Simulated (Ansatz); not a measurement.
Method: DFT PBE, scalar-relativistic, plane waves, PAW (Ansatz). Settings: cutoff 420 eV, Γ-centred meshes spaced at most about 0.3 Å⁻¹ (2π included), Gaussian smearing. No spin polarisation.

All energies are static (0 K, no zero-point motion).

Two relaxed structures of PbSe:

A.

```yaml
crystal:
  lattice:
    - [0.00000, 3.10918, 3.10918]
    - [3.10918, 0.00000, 3.10918]
    - [3.10918, 3.10918, 0.00000]
  atoms:
    - { symbol: Pb, position: [0.00000, 0.00000, 0.00000] }
    - { symbol: Se, position: [0.50000, 0.50000, 0.50000] }
```

B.

```yaml
crystal:
  lattice:
    - [5.35150, 0.00000, 0.00000]
    - [0.00000, 5.35150, 0.00000]
    - [0.00000, 0.00000, 4.22335]
  atoms:
    - { symbol: Pb, position: [0.50000, 0.00000, 0.68224] }
    - { symbol: Pb, position: [0.00000, 0.50000, 0.31776] }
    - { symbol: Se, position: [0.00000, 0.00000, 0.00000] }
    - { symbol: Se, position: [0.50000, 0.50000, 0.00000] }
```

Question: Which is lower in energy, and by how much?

Answer: A is lower, by 171 meV/atom. A has the rock salt type, space group Fm-3m (No. 225), 30.1 Å³/atom and a gap of 0.43 eV on its mesh; B has Pb and Se ordered on bcc sites, space group P4/nmm (No. 129), 30.2 Å³/atom and a gap of 0.41 eV. Counting Se atoms around Pb (those within 1.25 times the shortest such distance or 1.15 times the sum of covalent radii), A has Pb 6 and B has Pb 4. In A, around Pb lie 6 Se at 3.11 Å; around Se lie 6 Pb at 3.11 Å. In B, Pb has 4 Se at 2.99 Å; Se has 4 Pb at 2.99 Å. Origin: A, reached from a cell as deposited in COD, among other starts; B, invented. Checks on A: no imaginary mode at Γ (other wave vectors untested).

Weakly bound directions are ill-defined at this level, which has no dispersion term (P4/nmm), and this can change margins and order among such cells. Spin–orbit coupling, which can matter for Pb, is left out. Kohn–Sham gaps at this level usually fall short of measured ones. The missing spin–orbit coupling can work the other way here. Cells relaxed within their symmetry can be saddle points.
